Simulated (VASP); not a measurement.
Here is a VASP 6.6.1 calculation.

POSCAR

```
SiC
1.0
    3.0760000000      0.0000000000      0.0000000000
   -1.5380000000      2.6638941420      0.0000000000
    0.0000000000      0.0000000000      5.0480000000
Si C
2 2
Direct
    0.6666666667      0.3333333333      0.5000000000
    0.3333333333      0.6666666667      0.0000000000
    0.6666666667      0.3333333333      0.8850000000
    0.3333333333      0.6666666667      0.3850000000
```

INCAR.step1

```
ALGO = Normal
EDIFF = 1E-5
ENCUT = 520
GGA = PE
ISIF = 2
ISMEAR = -1
LASPH = T
LCHARG = F
LREAL = F
LWAVE = T
NELM = 80
PREC = Accurate
SIGMA = 0.05
```

File INCAR.step2:

```
AEXX = 0.25
ALGO = Normal
EDIFF = 1E-7
ENCUT = 520
GGA = PS
HFRCUT = -1
ISIF = 2
ISMEAR = -1
ISTART = 1
LASPH = T
LCHARG = F
LHFCALC = T
LREAL = F
LWAVE = F
NELM = 80
PREC = Accurate
PRECFOCK = Fast
SIGMA = 0.05
```

The input KPOINTS:

```
k-points
0
Gamma
  5 5 3
```

File KPOINTS_OPT:

```
path GMKGALHA,LM,KH
8
line-mode
reciprocal
 0.0000000000  0.0000000000  0.0000000000  G
 0.5000000000  0.0000000000  0.0000000000  M

 0.5000000000  0.0000000000  0.0000000000  M
 0.3333333333  0.3333333333  0.0000000000  K

 0.3333333333  0.3333333333  0.0000000000  K
 0.0000000000  0.0000000000  0.0000000000  G

 0.0000000000  0.0000000000  0.0000000000  G
 0.0000000000  0.0000000000  0.5000000000  A

 0.0000000000  0.0000000000  0.5000000000  A
 0.5000000000  0.0000000000  0.5000000000  L

 0.5000000000  0.0000000000  0.5000000000  L
 0.3333333333  0.3333333333  0.5000000000  H

 0.3333333333  0.3333333333  0.5000000000  H
 0.0000000000  0.0000000000  0.5000000000  A

 0.5000000000  0.0000000000  0.5000000000  L
 0.5000000000  0.0000000000  0.0000000000  M

 0.3333333333  0.3333333333  0.0000000000  K
 0.3333333333  0.3333333333  0.5000000000  H
```

Potentials or basis: VASP PAW PBE potentials, release 64 (Si, C).

Run with:

```bash
$ cat potpaw_PBE.64/Si/POTCAR potpaw_PBE.64/C/POTCAR > POTCAR
$ cp INCAR.step1 INCAR
$ mpirun -np 1 vasp_std > vasp.out
$ cp INCAR.step2 INCAR
$ mpirun -np 1 vasp_std > vasp.out
```

(1) What does it give for the pressure?

(2) Predict the band gap along the path.

(3) Estimate the largest force.

## Answers

(1) -3.5 GPa.

(2) 3.79 eV, indirect (least direct gap 5.87 eV).

(3) 0.762 eV/Å.

Caveat: the k mesh is coarse (spacing up to 0.47 Å⁻¹), so the values aren't converged, least of all with exact exchange; the PAW data sets were made with another functional, which shifts forces and pressure a little.
